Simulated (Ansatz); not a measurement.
Crystal: SiNi.

```
Ni Si
1.0
     2.94277    0.00000    0.00000
     0.00000    3.28033    0.00000
     0.00000    0.00000    4.67745
Ni Si
2 2
Direct
  0.50000 0.50000 0.34250
  0.00000 0.00000 0.65750
  0.50000 0.50000 0.84314
  0.00000 0.00000 0.15686
```

The cell is a database's computed one.

Alike in all runs: program Ansatz 0.2.0; functional PBE; potentials or basis Ansatz PAW; cutoff 420 eV (not typed: the program's choice for these potentials); k mesh 8 × 7 × 5; occupations fermi-dirac, width 0.05 eV.

Question: Only the start or the spin constraint differs. Which run ends lowest in energy?
A. collinear spin, ferromagnetic start of up to 1 μB; fixed moment 2
B. collinear spin, ferromagnetic start of up to 0.75 μB; fixed moment 1.5
C. collinear spin, ferromagnetic start of up to 0.25 μB; fixed moment 0.5
D. collinear spin, ferromagnetic start of up to 1.25 μB; fixed moment 2.5
E. collinear spin, program default start; fixed moment 0
F. collinear spin, ferromagnetic start of up to 0.5 μB; fixed moment 1

Answer: E.

```csv
start,free energy over the lowest (meV/atom),net moment (μB),site or absolute moments (μB),gap
"collinear spin, ferromagnetic start of up to 0.25 μB; fixed moment 0.5",30.8,0.50,Ni +0.17; Si +0.04,-
"collinear spin, ferromagnetic start of up to 1 μB; fixed moment 2",358.6,2.00,Ni +0.65; Si +0.16,-
"collinear spin, ferromagnetic start of up to 2 μB; fixed moment 4",1136.2,4.00,Ni +1.21; Si +0.34,-
"collinear spin, ferromagnetic start of up to 1.5 μB; fixed moment 3",696.5,3.00,Ni +0.94; Si +0.25,-
"collinear spin, ferromagnetic start of up to 1.25 μB; fixed moment 2.5",519.5,2.50,Ni +0.80; Si +0.20,-
"collinear spin, ferromagnetic start of up to 0.75 μB; fixed moment 1.5",215.2,1.50,Ni +0.49; Si +0.12,-
"collinear spin, program default start; fixed moment 0",0.0,0.00,-,-
"collinear spin, ferromagnetic start of up to 0.5 μB; fixed moment 1",107.8,1.00,Ni +0.33; Si +0.08,-
```

All polarised runs hold their moment fixed, so the table maps the energy against it. A still lower state may exist.

Caveats: the total moment is fixed, so each spin has its own Fermi level.
